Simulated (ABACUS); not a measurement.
**HfN under changes of volume**

One of the cells (11.482 Å³/atom); the others are scaled copies at fixed shape and fractional positions:

```
Hf N
1.0
     0.00000    2.25600    2.25600
     2.25600    0.00000    2.25600
     2.25600    2.25600    0.00000
Hf N
1 1
Direct
  0.00000 0.00000 0.00000
  0.50000 0.50000 0.50000
```

* Program: ABACUS 3.10.1
* Functional: PBE
* Potentials or basis: PseudoDojo NC SR 0.4.1 PBE standard
* Cutoff: 1143 eV
* Density cutoff: 4572 eV
* Basis: plane waves
* k mesh: 10 × 10 × 10
* Occupations: fermi-dirac, width 0.05 eV
* Spin: no spin polarisation

```tsv
volume (Å³/atom)	energy over the lowest point (meV/atom)	pressure (GPa)
10.793	?	?
11.023	39.42	18.9
11.252	17.31	12.1
11.482	4.48	5.9
11.712	0.00	0.4
11.941	3.05	-4.6
12.171	12.88	-9.1
```

**Question.** What does the run at 10.793 Å³/atom give?

**Answer.** Energy over the lowest point 71.82 meV/atom; pressure 26.5 GPa.

Worked out: A Birch-Murnaghan fit of order 3 (a polynomial in V^(-2/3)) to the other rows has its minimum at 11.73 Å³/atom with B0 = V·E''(V) = 265 GPa and B' = 4.5. It gives 72.01 meV/atom at 10.793 Å³/atom, against the run's 71.82, and -dE/dV = 26.6 GPa, against 26.5.

Energies are extrapolated to zero smearing.
